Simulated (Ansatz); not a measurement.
# RbCl: the cost of one run

Method: DFT LDA, all-electron LAPW, scalar-relativistic unless said, in Ansatz 0.2.0.

3 further runs of the same task are left out: 2 that didn't finish, 1 set aside as unsound or not needed. Runs told in other sessions of the task aren't counted.

## 1. The structure to begin with

Symmetry: Fm-3m, No. 225, cubic system. The conventional cell has a = 6.377 Å, b = 6.377 Å, c = 6.377 Å, α = 90.00°, β = 90.00°, γ = 90.00°. Rb (site symmetry m-3m) is surrounded by 6 Cl at 3.19 Å. Around Cl (site symmetry m-3m) lie 6 Rb at 3.19 Å.

Coordinates:

```cif
data_structure
_symmetry_space_group_name_H-M 'P 1'
_symmetry_Int_Tables_number 1
_cell_length_a 4.5093
_cell_length_b 4.5093
_cell_length_c 4.5093
_cell_angle_alpha 60.000
_cell_angle_beta 60.000
_cell_angle_gamma 60.000
_cell_volume 64.83
loop_
_atom_site_label
_atom_site_type_symbol
_atom_site_fract_x
_atom_site_fract_y
_atom_site_fract_z
_atom_site_occupancy
Rb1 Rb 0.00000 0.00000 0.00000 1
Cl1 Cl 0.50000 0.50000 0.50000 1
```

Cartesian axes are those of the input's lattice vectors. The structure goes back to a database entry.

## 2. Reference run, LAPW

Input file input.yaml:

```yaml
crystal:
  lattice:
    - [0.0, 3.18854159403, 3.18854159403]
    - [3.18854159403, 0.0, 3.18854159403]
    - [3.18854159403, 3.18854159403, 0.0]
  atoms:
    - { symbol: Rb, position: [0.0, 0.0, 0.0] }
    - { symbol: Cl, position: [0.5, 0.5, 0.5] }
kpoints:
  mp_grid: { grid: [6, 6, 6] }
scf:
  occupations: { method: fixed }
hamiltonian:
  xc: lda
  pseudopotentials: { kind: all_electron, lapw: { basis_error: 0.001 } }
elastic:
  mode: relaxed_ion
  stencil: two_point
  amplitude: 0.005
```

On the command line:

```sh
> ansatz run input.yaml --threads 1 --pin off --max-ram 2560MiB --backend cpu --events-out ev --progress --plain --runs-dir out
```

What time and memory should one allow on 1 thread of Arm Neoverse V2, shared host?

About 19 s, with a peak of 0.3 GiB.
